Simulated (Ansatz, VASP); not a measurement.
**Two plane-wave programs on Ti**

```
Ti
1.0
     2.90048    0.00000    0.00000
    -1.45024    2.51189    0.00000
     0.00000    0.00000    4.59092
Ti
2
Direct
  0.33333 0.66667 0.25000
  0.66667 0.33333 0.75000
```

Alike in both runs: functional PBEsol; k mesh 18 × 18 × 10; occupations gaussian, width 0.1 eV; no spin polarisation.

Ansatz relaxed the structure, and its values are those at the end. VASP's run is a single point on that final structure, the one shown.

```csv
,VASP,Ansatz
version,VASP 6.6.1,Ansatz 0.2.0
potentials or method,"VASP PAW PBE potentials, release 64 (Ti_sv)","scalar-relativistic, plane waves, PAW"
plane-wave cutoff (eV),520,420
valence electrons in the cell,24,24
```

```csv
,VASP,Ansatz,Ansatz less VASP
gap on the k mesh at the Fermi level (eV),none,none,-
pressure (GPa),-0.4,0.0,+0.38
```

A gap of «none» marks a metal or a gap that the smearing closes. With one functional, cell and mesh, what is left measures potentials, basis and numerics.

Caveats: the PAW data sets were made with another functional, which shifts forces and pressure a little (VASP).
